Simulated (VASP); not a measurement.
# RPA total energies of BeS, part 2 of 2

How do cheaper functionals compare with the RPA for BeS, and at what cost? The scan starts from a database cell, scaled to the smallest volume of the series. The cell is of the zinc-blende type, one of the forms listed for this formula. The start is a cell from a database of measured crystal structures.

VASP 6.6.1, plane waves and PAW; the level of theory is named at each step.

So far. Step 26 (RPA correlation, volume ratio 1.03): Extrapolated by the program to an infinite response cutoff, the correlation energy is -6.1389 eV an atom, +13 meV against the point before. With exact exchange the total is -13.9303 eV an atom. Step 27 (Comparison: r2SCAN, volume ratio 1.03): Its energy is -7.3417 eV an atom, on a zero of its own.

The database entry behind the starting cell differs from later determinations by our own check (0.1 to 0.3 % short, probably kX units), so it need not match the best structure at ambient conditions.

## (28) Orbitals for comparison: HSE06, volume ratio 1.03

This step: PBE; plane waves and PAW (S_GW, Be_GW) (VASP 6.6.1).

INCAR reads:

```
SYSTEM = BeS
PREC = Accurate
ENCUT = 350
EDIFF = 1E-05
NELM = 100
ISMEAR = 0
SIGMA = 0.05
LREAL = .FALSE.
ALGO = Normal
GGA = PE
NBANDS = 10
LORBIT = 11
LWAVE = .TRUE.
LCHARG = .FALSE.
KPAR = 8
```

POSCAR reads:

```
BeS
1.0
    0.0000000000      2.4490114626      2.4490114626
    2.4490114626      0.0000000000      2.4490114626
    2.4490114626      2.4490114626      0.0000000000
S Be
1 1
Direct
    0.7500000000      0.7500000000      0.7500000000
    0.0000000000      0.0000000000      0.0000000000
```

KPOINTS reads:

```
Automatic mesh
0
Gamma
4 4 4
0 0 0
```

PAW data sets: S_GW and Be_GW (PBE family, release 64).

On the command line:

```sh
$ mpirun -np 8 vasp_std
```

It took 1.2 s on 8 MPI ranks of Intel Xeon 6975P-C (Granite Rapids), shared host; peak memory 0.93 GiB; 5.3 s of CPU time.

The run ends at a pressure of -0.55 GPa.

## (29) Comparison: HSE06, volume ratio 1.03

This step: HSE06; plane waves and PAW (S_GW, Be_GW) (VASP 6.6.1).

INCAR reads:

```
SYSTEM = BeS
PREC = Accurate
ENCUT = 350
EDIFF = 1E-06
NELM = 100
ISMEAR = 0
SIGMA = 0.05
LREAL = .FALSE.
ALGO = Normal
LHFCALC = .TRUE.
AEXX = 0.25
GGA = PE
HFSCREEN = 0.2
LASPH = .TRUE.
NBANDS = 10
PRECFOCK = Fast
LWAVE = .FALSE.
LCHARG = .FALSE.
KPAR = 8
```

POSCAR is that of step 28.

KPOINTS is that of step 28.

The run starts from files that an earlier step left in the folder.

On the command line:

```sh
$ mpirun -np 8 vasp_std
```

The job ended after 5.8 s (8 MPI ranks; peak memory 1.7 GiB).

Its energy is -5.6443 eV an atom, on a zero of its own.

## (30) Orbitals, volume ratio 1.06

This step: PBE; plane waves and PAW (S_GW, Be_GW) (VASP 6.6.1).

The same chain follows at a volume ratio of 1.06.

INCAR reads:

```
SYSTEM = BeS
PREC = Accurate
ENCUT = 350
EDIFF = 1E-08
NELM = 100
ISMEAR = 0
SIGMA = 0.05
LREAL = .FALSE.
ALGO = Normal
GGA = PE
NBANDS = 10
LORBIT = 11
LWAVE = .TRUE.
LCHARG = .FALSE.
KPAR = 8
```

POSCAR reads:

```
BeS
1.0
    0.0000000000      2.4725610944      2.4725610944
    2.4725610944      0.0000000000      2.4725610944
    2.4725610944      2.4725610944      0.0000000000
S Be
1 1
Direct
    0.7500000000      0.7500000000      0.7500000000
    0.0000000000      0.0000000000      0.0000000000
```

KPOINTS is that of step 29.

On the command line:

```sh
$ mpirun -np 8 vasp_std
```

The job ended after 1.4 s (8 MPI ranks; peak memory 0.95 GiB).

The run ends at a pressure of -3.00 GPa.

## (31) Exact exchange, volume ratio 1.06

This step: Hartree-Fock energy on PBE orbitals; plane waves and PAW (S_GW, Be_GW) (VASP 6.6.1).

INCAR reads:

```
SYSTEM = BeS
PREC = Accurate
ENCUT = 350
ISMEAR = 0
SIGMA = 0.05
LREAL = .FALSE.
GGA = PE
NBANDS = 10
ALGO = Eigenval
NELM = 1
LHFCALC = .TRUE.
AEXX = 1
ALDAC = 0
AGGAC = 0
PRECFOCK = Normal
LWAVE = .FALSE.
LCHARG = .FALSE.
```

POSCAR is that of step 30.

KPOINTS is that of step 30.

The run starts from files that an earlier step left in the folder.

On the command line:

```sh
$ mpirun -np 8 vasp_std
```

Elapsed: 2.4 s, on 8 MPI ranks; peak memory 0.8 GiB; 14 s of CPU time.

The Hartree-Fock energy on these orbitals is -7.7936 eV an atom.

## (32) Empty bands, volume ratio 1.06

This step: PBE; plane waves and PAW (S_GW, Be_GW) (VASP 6.6.1).

INCAR reads:

```
SYSTEM = BeS
PREC = Accurate
ENCUT = 350
ISMEAR = 0
SIGMA = 0.05
LREAL = .FALSE.
GGA = PE
NBANDS = 464
ALGO = Exact
NELM = 1
LWAVE = .TRUE.
LCHARG = .FALSE.
LOPTICS = .TRUE.
NEDOS = 1000
CSHIFT = 0.1
```

POSCAR is that of step 31.

KPOINTS is that of step 31.

On the command line:

```sh
$ mpirun -np 8 vasp_std
```

It took 1.6 s on 8 MPI ranks; peak memory 0.85 GiB.

WAVECAR now holds 464 bands for 8 electrons.

## (33) RPA correlation, volume ratio 1.06

This step: RPA correlation on PBE orbitals; plane waves and PAW (S_GW, Be_GW) (VASP 6.6.1).

INCAR reads:

```
SYSTEM = BeS
PREC = Accurate
ENCUT = 350
ISMEAR = 0
SIGMA = 0.05
LREAL = .FALSE.
GGA = PE
NBANDS = 464
ALGO = ACFDT
ENCUTGW = 200
NOMEGA = 12
PRECFOCK = Fast
LWAVE = .FALSE.
LCHARG = .FALSE.
```

POSCAR is that of step 32.

KPOINTS is that of step 32.

On the command line:

```sh
$ mpirun -np 8 vasp_std
```

It took 15 s on 8 MPI ranks; peak memory 1.2 GiB.

Extrapolated by the program to an infinite response cutoff, the correlation energy is -6.1273 eV an atom, +12 meV against the point before. With exact exchange the total is -13.9208 eV an atom.

## (34) Comparison: r2SCAN, volume ratio 1.06

This step: r2SCAN; plane waves and PAW (S_GW, Be_GW) (VASP 6.6.1).

INCAR reads:

```
SYSTEM = BeS
PREC = Accurate
ENCUT = 350
EDIFF = 1E-06
NELM = 100
ISMEAR = 0
SIGMA = 0.05
LREAL = .FALSE.
ALGO = Normal
METAGGA = R2SCAN
LASPH = .TRUE.
NBANDS = 10
LWAVE = .FALSE.
LCHARG = .FALSE.
KPAR = 8
```

POSCAR is that of step 33.

KPOINTS is that of step 33.

On the command line:

```sh
$ mpirun -np 8 vasp_std
```

It took 3.8 s on 8 MPI ranks; peak memory 1 GiB; 26 s of CPU time.

Its energy is -7.3359 eV an atom, on a zero of its own.

## (35) Orbitals for comparison: HSE06, volume ratio 1.06

This step: PBE; plane waves and PAW (S_GW, Be_GW) (VASP 6.6.1).

INCAR reads:

```
SYSTEM = BeS
PREC = Accurate
ENCUT = 350
EDIFF = 1E-05
NELM = 100
ISMEAR = 0
SIGMA = 0.05
LREAL = .FALSE.
ALGO = Normal
GGA = PE
NBANDS = 10
LORBIT = 11
LWAVE = .TRUE.
LCHARG = .FALSE.
KPAR = 8
```

POSCAR is that of step 34.

KPOINTS is that of step 34.

On the command line:

```sh
$ mpirun -np 8 vasp_std
```

Run time: 1.2 s. Hardware: 8 MPI ranks; peak memory 0.96 GiB; 5.1 s of CPU time.

The run ends at a pressure of -3.01 GPa.

## (36) Comparison: HSE06, volume ratio 1.06

This step: HSE06; plane waves and PAW (S_GW, Be_GW) (VASP 6.6.1).

INCAR reads:

```
SYSTEM = BeS
PREC = Accurate
ENCUT = 350
EDIFF = 1E-06
NELM = 100
ISMEAR = 0
SIGMA = 0.05
LREAL = .FALSE.
ALGO = Normal
LHFCALC = .TRUE.
AEXX = 0.25
GGA = PE
HFSCREEN = 0.2
LASPH = .TRUE.
NBANDS = 10
PRECFOCK = Fast
LWAVE = .FALSE.
LCHARG = .FALSE.
KPAR = 8
```

POSCAR is that of step 35.

KPOINTS is that of step 35.

The run starts from files that an earlier step left in the folder.

On the command line:

```sh
$ mpirun -np 8 vasp_std
```

Run time: 6 s. Hardware: 8 MPI ranks; peak memory 1.7 GiB; 43 s of CPU time.

Its energy is -5.6355 eV an atom, on a zero of its own.

## (37) Summary

This step: exact exchange and RPA correlation on PBE orbitals, beside r2SCAN, beside HSE06; plane waves and PAW (VASP 6.6.1).

No new run; the numbers come from the runs before.

This step gave:

```yaml
equilibrium_volume_exx_rpa: 14.34 Å³/atom
bulk_modulus: 98.86 GPa
```

The energy above the lowest point by volume; values in meV/atom:

```
volume (Å³/atom)   PBE   EXX  EXX+RPA  r2SCAN  HSE06
          13.405  33.0  64.4     20.7    30.7   22.2
          13.833  13.1  33.1     5.81    11.3   6.44
          14.261  2.45  12.8        0    1.39      0
          14.688     0  2.21     2.34       0   1.82
          15.116  4.59     0     11.8    5.87   10.6
```

Cost is wall time times ranks on a shared host; the EXX and RPA rows hold the orbitals run too, the hybrid row not its starting run, and runs of a few seconds are mostly start-up. Fits of the equation of state:

```
  level  V0 (Å³/atom)  B0 (GPa)  fit error (meV/atom)  minimum inside the series  cost a point (core minutes)
    PBE         14.62     92.64              0.009704                        yes                         0.18
    EXX         15.02     100.1              0.005787                        yes                         0.43
EXX+RPA         14.34     98.86               0.01367                        yes                         2.32
 r2SCAN         14.55     97.37               0.01868                        yes                         0.48
  HSE06         14.37     98.71               0.01953                        yes                         0.74
```

## (38) Summary of results

| Property | Result |
| --- | --- |
| PBE | V0 14.62 Å³/atom, B0 92.6 GPa |
| EXX | V0 15.02 Å³/atom, B0 100 GPa |
| EXX+RPA | V0 14.34 Å³/atom, B0 98.9 GPa |
| r2SCAN | V0 14.55 Å³/atom, B0 97.4 GPa |
| HSE06 | V0 14.37 Å³/atom, B0 98.7 GPa |

Exact exchange with RPA correlation puts the minimum at 14.34 Å³ an atom, with a bulk modulus of 98.9 GPa. PBE puts the volume 1.9 % above EXX+RPA, at roughly 1/13 of its cost. r2SCAN puts the volume 1.4 % above EXX+RPA, at roughly 1/5 of its cost. HSE06 puts the volume 0.20 % above EXX+RPA, at roughly 1/3 of its cost. Correlation shrinks the exact-exchange volume by 4.5 %. Mesh, ENCUT and response cutoff weren't varied, and the extrapolation in the response cutoff changes with the volume, so small differences in volume between the levels aren't resolved. Exact exchange and correlation are taken on one coarse mesh and aren't self-consistent; the correlation energy is extrapolated in the response cutoff by the program, which at the first volume adds -387 meV an atom to the value at the highest cutoff and varies with the volume; a small fit error says nothing about that part. NBANDS follows the largest plane-wave count of any k point, which rises in steps with the volume. The cheaper functionals share the mesh, and the fits are third-order Birch-Murnaghan curves. Not tabulated here, as repeats of values shown or as unfit to read for their mesh, reference level or band range: eps2 curves (empty bands); eps1 curves and static values (empty bands); gaps (empty bands).

[Lines on the potential files, build, host, timing and source positions are cut from VASP's logs without a mark.]

[Logs are printed without paths, hosts, clocks, repeated set-up lines and the standing remarks that a program may print on its own settings, such as how far it seeks lower states.]

[Hosts, paths, dates, database ids (printed as entryN), source tags and the programs' standing remarks are cut or masked in the printed files.]

[Pressures printed for these runs are not shown converged in the cutoff: they can be off by several GPa and have the wrong sign.]
